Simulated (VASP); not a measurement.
Wanted: the native input for a VASP 6.6.1 run.

- Task: single point
- Functional: PBE
- Potentials or basis: VASP PAW PBE potentials, release 64 (O, Si, H)
- Cutoff: 520 eV
- k mesh: 1 × 1 × 1
- Occupations: gaussian, width 0.01 eV
- Spin: no spin polarisation
- Further INCAR settings: ALGO = Normal; EDIFF = 1e-07

The structure of OSiH2 lies in POSCAR:

```
SiH2O
1.0
   10.0000000000      0.0000000000      0.0000000000
    0.0000000000     12.0000000000      0.0000000000
    0.0000000000      0.0000000000     12.0000000000
O Si H
1 1 2
Direct
    0.4673850000      0.5565170000      0.6075850000
    0.4947980000      0.5238960000      0.4910880000
    0.5356870000      0.4122970000      0.4570830000
    0.4761760000      0.5968380000      0.3939710000
```

The cell isn't the ideal one: atoms moved at random, drawn with an rms of 0.05 Å.

The input as run:

INCAR

```
SYSTEM = SiH2O
ALGO     = Normal         ! electronic algorithm
EDIFF    = 1E-7           ! SCF threshold, eV
ENCUT    = 520            ! plane-wave cutoff, eV
GGA      = PE             ! functional
ISIF     = 2              ! what is computed and relaxed
ISMEAR   = 0              ! smearing method
LASPH    = .TRUE.         ! aspherical terms in the spheres
LCHARG   = .TRUE.         ! write CHGCAR
LELF     = .TRUE.         ! ELF
LREAL    = .FALSE.        ! projectors in reciprocal space
LVACPOTAV= .TRUE.       
LVHAR    = .TRUE.       
LWAVE    = .FALSE.        ! write WAVECAR
NELM     = 60             ! most SCF steps
PREC     = Accurate       ! precision mode
SIGMA    = 0.01           ! smearing width, eV
```

KPOINTS

```
k-points
0
G
  1 1 1
  0 0 0
```

Potentials or basis: VASP PAW PBE potentials, release 64 (O, Si, H).

The run is started by

```bash
$ cat potpaw_PBE.64/O/POTCAR potpaw_PBE.64/Si/POTCAR potpaw_PBE.64/H/POTCAR > POTCAR
$ mpirun -np 1 vasp_gam > vasp.out
```

Results of the run:

```
Largest force                   : 3.513 eV/Å
Gap between the frontier levels : 3.81 eV
```

It took 2.7 min on 1 thread of AMD EPYC 7R13 Processor (Zen 3) (shared host), peak memory 1 GiB.
